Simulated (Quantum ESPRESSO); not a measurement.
A calculation with Quantum ESPRESSO 7.5 of Sb (ASE script, structure from a POSCAR):

File run.py:

```python
import numpy as np
from ase.calculators.espresso import Espresso, EspressoProfile
from ase.io import read

atoms = read('POSCAR')

input_data = {
    'control': {'calculation': 'scf', 'prefix': 'pwscf', 'outdir': './tmp', 'tprnfor': True, 'tstress': True, 'disk_io': 'nowf'},
    'system': {'ecutwfc': 55.0, 'ecutrho': 440.0, 'nbnd': 22, 'occupations': 'smearing', 'smearing': 'fd', 'degauss': 0.00367493},
    'electrons': {'conv_thr': 4e-10, 'electron_maxstep': 120, 'mixing_beta': 0.5},
}
pseudopotentials = {'Sb': 'sb_pbe_v1.4.uspp.F.UPF'}
profile = EspressoProfile(command='pw.x', pseudo_dir='pseudo')
dft = Espresso(profile=profile, input_data=input_data, pseudopotentials=pseudopotentials, kpts=(9, 9, 5), koffset=(0, 0, 0))
atoms.calc = dft

print(f'energy {atoms.get_potential_energy():.8f} eV')
print('forces (eV/A)')
print(np.round(atoms.get_forces(), 6))
print('stress (eV/A^3, Voigt)')
print(np.round(atoms.get_stress(), 8))
print(f'Fermi level {dft.get_fermi_level():.4f} eV')
```

File POSCAR:

```
Sb
1.0
    3.3545324186      0.0000000000      0.0000000000
   -1.6772662093      2.9051102923      0.0000000000
    0.0000000000      0.0000000000      5.4701606500
Sb
2
Direct
    0.6666666667      0.3333333333      0.7500000000
    0.3333333333      0.6666666667      0.2500000000
```

Potentials or basis: SSSP 1.3 efficiency PBE.

Launch:

```sh
$ OMP_NUM_THREADS=1 python run.py
```

This isn't the form of Sb at room conditions, which is rhombohedral.

Problem. Write the same calculation in another form: native input, structure typed inline.

Solution. As run:

Contents of pw.in:

```
&CONTROL
  calculation = 'scf'
  prefix = 'pwscf'
  outdir = './tmp'
  pseudo_dir = './pseudo'
  tprnfor = .true.
  tstress = .true.
  disk_io = 'nowf'
/
&SYSTEM
  ibrav = 0
  nat = 2
  ntyp = 1
  ecutwfc = 55
  ecutrho = 440
  nbnd = 22
  occupations = 'smearing'
  smearing = 'fd'
  degauss = 0.00367493
/
&ELECTRONS
  conv_thr = 4d-10
  electron_maxstep = 120
  mixing_beta = 0.5
/
ATOMIC_SPECIES
Sb   121.7600 sb_pbe_v1.4.uspp.F.UPF
CELL_PARAMETERS angstrom
   3.3545324186    0.0000000000    0.0000000000
  -1.6772662093    2.9051102923    0.0000000000
   0.0000000000    0.0000000000    5.4701606500
ATOMIC_POSITIONS crystal
Sb     0.6666666667    0.3333333333    0.7500000000
Sb     0.3333333333    0.6666666667    0.2500000000
K_POINTS automatic
9 9 5 0 0 0
```

Potentials or basis: SSSP 1.3 efficiency PBE.

The run is started by

```bash
$ OMP_NUM_THREADS=1 pw.x -in pw.in > pw.out
```

Both were run:

|  | ASE script, structure from a POSCAR | native input, structure typed inline |
| --- | --- | --- |
| Pressure | 1.6 GPa | 1.6 GPa |
| Band gap on the k mesh | none (metal or under the smearing width) | none (metal or under the smearing width) |

Keys that steer only the numerical path or the files written may differ.
